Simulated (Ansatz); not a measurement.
Input, command and steps of an Ansatz relaxation.

```yaml
crystal:
  lattice:
    - [11.2, 0.0, 0.0]
    - [0.0, 9.3, 0.0]
    - [0.0, 0.0, 2.6288745321]
  atoms:
    - { symbol: Re, position: [0.4003543178, 0.5, 0.0], spin: 1.5 }
    - { symbol: Re, position: [0.5996456822, 0.5, 0.5], spin: 1.5 }
basis:
  ecutwfc: 420
kpoints:
  mp_grid: { grid: [1, 1, 24] }
hamiltonian:
  xc: pbe
scf:
  occupations: { method: gaussian, width: 0.05 }
output:
  forces: true
  stress: true
  eigenvalues: true
  populations: true
  write_density: true
  write_potential: true
  elf: true
  volumetric_format: npy
magnetization:
  spin_polarized: true
relax:
  adjacent_minimum: "off"
  f_tol: 0.01
  max_steps: 45
  cell: { fix: [a, b, alpha, beta, gamma], stress_tol: 0.03 }
```

```bash
ansatz run input.yaml --threads 2 --pin off --max-ram 5120MiB --backend cpu --events-out ev --progress --plain --runs-dir out
```

Level of theory: DFT PBE, scalar-relativistic, plane waves, PAW in Ansatz 0.2.0.

Of 11 frames 10 are shown, positions in Å and forces in eV/Å; the SCF threshold varies from step to step. Steps run on the plane waves of an earlier cell, with a Pulay correction in the pressure. The basis is chosen afresh for the last frame, the zero of the energies, and can be on the way; energy and pressure step there, also at an unchanged geometry. The mark taken_back stands on steps that the optimiser undid.

```xyz
2
Lattice="11.2000 0.0000 0.0000 0.0000 9.3000 0.0000 0.0000 0.0000 2.6289" Properties=species:S:1:pos:R:3:forces:R:3 pbc="T T T" step=1 free_energy_over_end_meV_per_atom=209.42 pressure_GPa=-2.53
Re    4.4840    4.6500    0.0000    2.2410    0.0000    0.0000
Re    6.7160    4.6500    1.3144   -2.2410    0.0000    0.0000
2
Lattice="11.2000 0.0000 0.0000 0.0000 9.3000 0.0000 0.0000 0.0000 2.5003" Properties=species:S:1:pos:R:3:forces:R:3 pbc="T T T" step=2 free_energy_over_end_meV_per_atom=228.79 pressure_GPa=2.88 taken_back
Re    4.6412    4.6500    0.0000   -4.7030    0.0000    0.0000
Re    6.5588    4.6500    1.2502    4.7030    0.0000    0.0000
2
Lattice="11.2000 0.0000 0.0000 0.0000 9.3000 0.0000 0.0000 0.0000 2.5662" Properties=species:S:1:pos:R:3:forces:R:3 pbc="T T T" step=3 free_energy_over_end_meV_per_atom=70.41 pressure_GPa=-0.96
Re    4.5296    4.6500    0.0000    0.6520    0.0000    0.0000
Re    6.6704    4.6500    1.2831   -0.6520    0.0000    0.0000
2
Lattice="11.2000 0.0000 0.0000 0.0000 9.3000 0.0000 0.0000 0.0000 2.5321" Properties=species:S:1:pos:R:3:forces:R:3 pbc="T T T" step=4 free_energy_over_end_meV_per_atom=51.30 pressure_GPa=-0.24
Re    4.5404    4.6500    0.0000   -0.0240    0.0000    0.0000
Re    6.6596    4.6500    1.2661    0.0240    0.0000    0.0000
2
Lattice="11.2000 0.0000 0.0000 0.0000 9.3000 0.0000 0.0000 0.0000 2.5065" Properties=species:S:1:pos:R:3:forces:R:3 pbc="T T T" step=5 free_energy_over_end_meV_per_atom=42.90 pressure_GPa=-0.21
Re    4.5360    4.6500    0.0000   -0.1580    0.0000    0.0000
Re    6.6640    4.6500    1.2533    0.1580    0.0000    0.0000
2
Lattice="11.2000 0.0000 0.0000 0.0000 9.3000 0.0000 0.0000 0.0000 2.3854" Properties=species:S:1:pos:R:3:forces:R:3 pbc="T T T" step=7 free_energy_over_end_meV_per_atom=6.94 pressure_GPa=0.67
Re    4.5005    4.6500    0.0000   -0.2270    0.0000    0.0000
Re    6.6995    4.6500    1.1927    0.2270    0.0000    0.0000
2
Lattice="11.2000 0.0000 0.0000 0.0000 9.3000 0.0000 0.0000 0.0000 2.4263" Properties=species:S:1:pos:R:3:forces:R:3 pbc="T T T" step=8 free_energy_over_end_meV_per_atom=-0.14 pressure_GPa=-0.07
Re    4.5064    4.6500    0.0000   -0.1070    0.0000    0.0000
Re    6.6936    4.6500    1.2131    0.1070    0.0000    0.0000
2
Lattice="11.2000 0.0000 0.0000 0.0000 9.3000 0.0000 0.0000 0.0000 2.4143" Properties=species:S:1:pos:R:3:forces:R:3 pbc="T T T" step=9 free_energy_over_end_meV_per_atom=-1.08 pressure_GPa=0.01
Re    4.4994    4.6500    0.0000    0.0280    0.0000    0.0000
Re    6.7006    4.6500    1.2071   -0.0280    0.0000    0.0000
2
Lattice="11.2000 0.0000 0.0000 0.0000 9.3000 0.0000 0.0000 0.0000 2.4163" Properties=species:S:1:pos:R:3:forces:R:3 pbc="T T T" step=10 free_energy_over_end_meV_per_atom=-1.11 pressure_GPa=0.00
Re    4.5007    4.6500    0.0000    0.0010    0.0000    0.0000
Re    6.6993    4.6500    1.2081   -0.0010    0.0000    0.0000
2
Lattice="11.2000 0.0000 0.0000 0.0000 9.3000 0.0000 0.0000 0.0000 2.4163" Properties=species:S:1:pos:R:3:forces:R:3 pbc="T T T" step=11 free_energy_over_end_meV_per_atom=0.00 pressure_GPa=0.00
Re    4.5007    4.6500    0.0000    0.0010    0.0000    0.0000
Re    6.6993    4.6500    1.2081   -0.0010    0.0000    0.0000
```

The run took 110 s on 2 threads of Arm Neoverse V1, on a shared host, peak memory 0.56 GiB.

Spin-orbit coupling is left out, which matters for the bands of heavy elements.